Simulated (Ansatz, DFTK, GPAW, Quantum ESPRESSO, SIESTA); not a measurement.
**Nb: 6 runs at one level of theory**

```xyz
1
Lattice="-1.6640 1.6640 1.6640 1.6640 -1.6640 1.6640 1.6640 1.6640 -1.6640" Properties=species:S:1:pos:R:3 pbc="T T T"
Nb    0.0000    0.0000    0.0000
```

Alike in all runs: task band structure; functional LDA; k mesh 11 × 11 × 11; occupations fermi-dirac, width 0.05 eV; no spin polarisation; no spin-orbit coupling. LDA stands for any of its common fits. Pressure is positive in compression and, in plane waves, holds the error of the finite cutoff.

| program and potentials | plane-wave cutoff (eV) | notes | pressure (GPa) |
| --- | --- | --- | --- |
| DFTK, SG15 1.2 (PBE) | 1225 | potentials made for PBE | -10.73 |
| Quantum ESPRESSO, SG15 PBE 1.2 | 952 | potentials made for PBE | -10.93 |
| SIESTA, files PseudoDojo sr-lda-0.4.1-standard, DZP (energy shift 0.003 Ry; two zetas on semicore shells) | - | atomic basis | -10.21 |
| Quantum ESPRESSO, PseudoDojo 0.4.1 SR LDA standard | 1116 | - | ? |
| GPAW, the program's PAW data sets (release 1.2.1) made for this functional | 600 | - | -12.43 |
| Ansatz, all-electron LAPW, scalar-relativistic | - | - | -11.56 |

Q: Estimate from the other rows what the run with Quantum ESPRESSO, PseudoDojo 0.4.1 SR LDA standard gave.

A: Pressure -11.38 GPa. The other rows, which needn't bracket it: pressure -12.43 to -10.21.
